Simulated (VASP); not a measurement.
# RbCl in VASP: one cell, several levels of theory

RbCl (rocksalt), under +2.0 % equal strain in all directions is computed at one geometry. Runs: PBE, r2SCAN.

Program: VASP 6.6.1. PAW datasets, plane waves. No spin polarisation and no zero-point or thermal motion.

## (1) The system as given

The cell comes from an earlier relaxation with r2SCAN in another program.

The symmetry is Fm-3m (No. 225, cubic); a = 6.744 Å in the conventional setting, 38.34 Å³ an atom. Near Rb stand 6 Cl at 3.37 Å; near Cl stand 6 Rb at 3.37 Å.

The structure in full:

```
CELL_PARAMETERS angstrom
0.00000 3.37193 3.37193
3.37193 0.00000 3.37193
3.37193 3.37193 0.00000
ATOMIC_POSITIONS crystal
Rb 0.00000 0.00000 0.00000
Cl 0.50000 0.50000 0.50000
```

## (2) Single point with PBE

The input, INCAR:

```
ENCUT = 520.000000
SIGMA = 0.020000
EDIFF = 1.00e-07
GGA = PE
PREC = Accurate
IBRION = -1
ISIF = 2
ISMEAR = -1
NBANDS = 15
NELM = 120
NSW = 0
LASPH = .TRUE.
LCHARG = .TRUE.
LELF = .TRUE.
LWAVE = .FALSE.
LREAL = .FALSE.
```

The input, KPOINTS:

```
KPOINTS created by Atomic Simulation Environment
0
Gamma
6 6 6
0 0 0
```

The input, KPOINTS_OPT:

```
special points
6
Reciprocal
0.0000000000 0.0000000000 0.0000000000 1
0.5000000000 0.0000000000 0.5000000000 1
0.6250000000 0.2500000000 0.6250000000 1
0.3750000000 0.3750000000 0.7500000000 1
0.5000000000 0.5000000000 0.5000000000 1
0.5000000000 0.2500000000 0.7500000000 1
```

The input, POSCAR:

```
Rb Cl
 1.0000000000000000
     0.0000000000000000    3.3719290749000002    3.3719290749000002
     3.3719290749000002    0.0000000000000000    3.3719290749000002
     3.3719290749000002    3.3719290749000002    0.0000000000000000
 Rb  Cl
   1   1
Cartesian
  0.0000000000000000  0.0000000000000000  0.0000000000000000
  3.3719290748999997  3.3719290748999997  3.3719290748999997
```

The run uses the recommended PBE PAW datasets (16 valence electrons a neutral cell).

Started as:

```bash
$ mpirun -np 1 vasp_std
```

## (3) Single point with r2SCAN

The input, INCAR:

```
ENCUT = 520.000000
SIGMA = 0.010000
EDIFF = 1.00e-07
ALGO = Normal
METAGGA = R2SCAN
PREC = Accurate
IBRION = -1
ISIF = 2
ISMEAR = 0
NBANDS = 15
NELM = 120
NSW = 0
LASPH = .TRUE.
LCHARG = .TRUE.
LELF = .TRUE.
LWAVE = .FALSE.
LREAL = .FALSE.
```

KPOINTS is that of step 2.

KPOINTS_OPT is that of step 2.

POSCAR is that of step 2.

**Question.** What will these runs give? Wanted: for each run, gap; pressure.

As calculated:

```
 level  gap (eV)  pressure (GPa)
   PBE      4.77           -0.27
r2SCAN      5.37           -0.84
```

The gap runs from 4.77 eV (PBE) to 5.37 eV (r2SCAN). At this one volume the pressure spans -0.8 GPa (r2SCAN) to -0.3 GPa (PBE): PBE wants the largest cell and r2SCAN the smallest.
